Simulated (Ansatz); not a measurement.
# How the vibrations of TiAl2 change with volume

These are results of DFT PBEsol, scalar-relativistic, plane waves, PAW in Ansatz 0.2.0, not measurements. Plane waves to 420 eV; Γ-centred k mesh 10×10×10; Fermi-Dirac smearing of 0.15 eV. No spin polarisation. Phonons by linear response, acoustic sum rule imposed.

Relaxed structure:
```cif
data_structure
_symmetry_space_group_name_H-M 'Cmmm'
_symmetry_Int_Tables_number 65
_cell_length_a 3.9072
_cell_length_b 12.0624
_cell_length_c 3.9678
_cell_angle_alpha 90.000
_cell_angle_beta 90.000
_cell_angle_gamma 90.000
_cell_volume 187.01
loop_
_atom_site_label
_atom_site_type_symbol
_atom_site_symmetry_multiplicity
_atom_site_Wyckoff_symbol
_atom_site_fract_x
_atom_site_fract_y
_atom_site_fract_z
_atom_site_occupancy
Ti1 Ti 4 i 0.50000 0.84371 0.00000 1
Al1 Al 2 a 0.00000 0.00000 0.00000 1
Al2 Al 4 j 0.50000 0.67286 0.50000 1
Al3 Al 2 c 0.50000 0.00000 0.50000 1
```

In a metal, frequencies depend on the k mesh and the smearing, soft modes most.

Cells at 0.98 and 1.02 times the equilibrium volume were relaxed in shape and atoms; γ = −d ln ν / d ln V, modes matched by rank.

(1) Give the optical frequencies at Γ (cm⁻¹) at the three volumes and the mode Grüneisen parameters.

(2) What pressures hold the two strained cells, and what bulk modulus follows?

## Answers

(1)
| 0.98 V | V | 1.02 V | γ | degeneracy |
| --- | --- | --- | --- | --- |
| 226 | 220 | 213 | 1.45 | 1 |
| 239 | 233 | 226 | 1.43 | 1 |
| 244 | 236 | 229 | 1.53 | 1 |
| 250 | 243 | 235 | 1.56 | 1 |
| 250 | 243 | 236 | 1.50 | 1 |
| 266 | 258 | 250 | 1.54 | 1 |
| 291 | 282 | 274 | 1.54 | 1 |
| 300 | 291 | 283 | 1.40 | 1 |
| 317 | 307 | 298 | 1.55 | 1 |
| 318 | 309 | 299 | 1.55 | 1 |
| 325 | 315 | 305 | 1.56 | 1 |
| 341 | 330 | 320 | 1.57 | 1 |
| 350 | 339 | 329 | 1.55 | 1 |
| 367 | 356 | 345 | 1.57 | 1 |
| 368 | 356 | 345 | 1.60 | 1 |

(2) 2.39 GPa at 0.98 V and -2.17 GPa at 1.02 V, so B = −dP/d ln V ≈ 114 GPa.